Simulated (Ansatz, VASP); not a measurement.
GaP: VASP beside Ansatz

```xyz
2
Lattice="0.0000 2.7258 2.7258 2.7258 0.0000 2.7258 2.7258 2.7258 0.0000" Properties=species:S:1:pos:R:3 pbc="T T T"
Ga    0.0000    0.0000    0.0000
P     1.3629    1.3629    1.3629
```

The cell was built by a generator and isn't the measured one.

Alike in both runs: task relaxation of cell and atoms; functional LDA; k mesh 8 × 8 × 8; occupations gaussian, width 0.02 eV; no spin polarisation.

```csv
,VASP,Ansatz
version,VASP 6.6.1,Ansatz 0.2.0
potentials or method,"VASP PAW LDA potentials, release 64 (Ga_d, P)","scalar-relativistic, plane waves, PAW"
plane-wave cutoff (eV),600,420
valence electrons in the cell,18,18
```

|  | VASP | Ansatz | Ansatz less VASP |
| --- | --- | --- | --- |
| gap on the k mesh at the Fermi level, each at its own relaxed structure (eV) | 1.43 | 1.43 | -0.002 |
| relaxed volume (Å³/atom) | 19.62 | 19.59 | -0.032 |
| relaxed cell length with the largest relative difference (Å) | 3.814 | 3.812 | -0.0021 |
| energy change over the relaxation (meV/atom) | -6 | -6 | -0.4 |

A k mesh can miss the band edges. LDA gaps usually lie below the measured ones, often by a third to a half.
